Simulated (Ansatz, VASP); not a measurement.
# Two plane-wave programs on Tl

```
CELL_PARAMETERS angstrom
6.11171 0.00000 0.00000
-3.05586 5.29290 0.00000
0.00000 0.00000 3.73054
ATOMIC_POSITIONS crystal
Tl 0.00000 0.00000 0.00000
Tl 0.33333 0.66667 0.50000
Tl 0.66667 0.33333 0.50000
```

Alike in both runs: task single point; functional BLYP; k mesh 7 × 7 × 10; occupations fermi-dirac, width 0.1 eV; no spin polarisation.

|  | VASP | Ansatz |
| --- | --- | --- |
| version | VASP 6.6.1 | Ansatz 0.2.0 |
| potentials or method | VASP PAW PBE potentials, release 64 (Tl_d) | plane waves (420 eV) with PAW, scalar-relativistic |
| plane-wave cutoff (eV) | 520 | 420 |
| valence electrons in the cell | 39 | 39 |

|  | VASP | Ansatz | Ansatz less VASP |
| --- | --- | --- | --- |
| pressure (GPa) | -1.4 | -1.4 | +0.02 |

Caveats: the PAW data sets were made with another functional, which shifts forces and pressure a little (VASP). The runs have no spin-orbit coupling, so splittings on Tl are missing.
